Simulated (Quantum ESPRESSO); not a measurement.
A calculation with Quantum ESPRESSO 7.5 of P (ASE script, Cartesian positions):

Contents of run.py:

```python
import numpy as np
from ase.calculators.espresso import Espresso, EspressoProfile
from ase.io import read

atoms = read('P.xyz')

input_data = {
    'control': {'calculation': 'scf', 'prefix': 'pwscf', 'outdir': './tmp', 'tprnfor': True, 'tstress': True, 'disk_io': 'nowf'},
    'system': {'ecutwfc': 55.0, 'ecutrho': 440.0, 'nbnd': 16, 'occupations': 'smearing', 'smearing': 'fd', 'degauss': 0.00367493},
    'electrons': {'conv_thr': 8e-10, 'electron_maxstep': 120, 'mixing_beta': 0.5},
}
pseudopotentials = {'P': 'P.pbe-n-rrkjus_psl.1.0.0.UPF'}
profile = EspressoProfile(command='pw.x', pseudo_dir='pseudo')
dft = Espresso(profile=profile, input_data=input_data, pseudopotentials=pseudopotentials, kpts=(9, 10, 5), koffset=(0, 0, 0))
atoms.calc = dft

print(f'energy {atoms.get_potential_energy():.8f} eV')
print('forces (eV/A)')
print(np.round(atoms.get_forces(), 6))
print('stress (eV/A^3, Voigt)')
print(np.round(atoms.get_stress(), 8))
print(f'Fermi level {dft.get_fermi_level():.4f} eV')
```

The input P.xyz:

```xyz
4
Lattice="1.7026788600 -5.0295409600 0.3113213700 1.2140627800 4.8755105500 -0.5868957700 -0.3646573600 -0.3746848700 5.1485626900" Properties=species:S:1:pos:R:3 pbc="T T T"
P      0.9298207534      3.5605275669      4.1861683329
P      1.2857714584     -1.2527518630      2.9876345838
P      1.6260157980     -4.0996936551      0.6820861557
P      1.2625605503      0.7344873912      1.8900875076
```

Potentials or basis: SSSP 1.3 efficiency PBE.

Launch:

```sh
$ OMP_NUM_THREADS=1 python run.py
```

Problem. Write the same calculation in another form: native input, structure typed inline.

Solution. As run:

File pw.in:

```
&CONTROL
  calculation = 'scf'
  prefix = 'pwscf'
  outdir = './tmp'
  pseudo_dir = './pseudo'
  tprnfor = .true.
  tstress = .true.
  disk_io = 'nowf'
/
&SYSTEM
  ibrav = 0
  nat = 4
  ntyp = 1
  ecutwfc = 55
  ecutrho = 440
  nbnd = 16
  occupations = 'smearing'
  smearing = 'fd'
  degauss = 0.00367493
/
&ELECTRONS
  conv_thr = 8d-10
  electron_maxstep = 120
  mixing_beta = 0.5
/
ATOMIC_SPECIES
P     30.9738 P.pbe-n-rrkjus_psl.1.0.0.UPF
CELL_PARAMETERS angstrom
   1.7026788600   -5.0295409600    0.3113213700
   1.2140627800    4.8755105500   -0.5868957700
  -0.3646573600   -0.3746848700    5.1485626900
ATOMIC_POSITIONS crystal
P      0.0981735900    0.9014895900    0.9099015600
P      0.5948576800    0.4020560000    0.5901467700
P      0.9038798700    0.0984040800    0.0890427100
P      0.4030888600    0.5980503300    0.4109089600
K_POINTS automatic
9 10 5 0 0 0
```

Potentials or basis: SSSP 1.3 efficiency PBE.

Launch:

```bash
$ OMP_NUM_THREADS=1 pw.x -in pw.in > pw.out
```

Both were run:

|  | ASE script, Cartesian positions | native input, structure typed inline |
| --- | --- | --- |
| Pressure | 15.6 GPa | 15.6 GPa |
| Largest force | 3.130 eV/Å | 3.130 eV/Å |
| Band gap on the k mesh | none (metal or under the smearing width) | none (metal or under the smearing width) |

Keys that steer only the numerical path or the files written may differ.

Caveat: so large a pressure means that the cell lies far from this level's equilibrium, or that cutoff or potentials fall short; forces of over 1 eV/Å show positions far from the minimum, so gaps and moduli don't describe the material at rest.
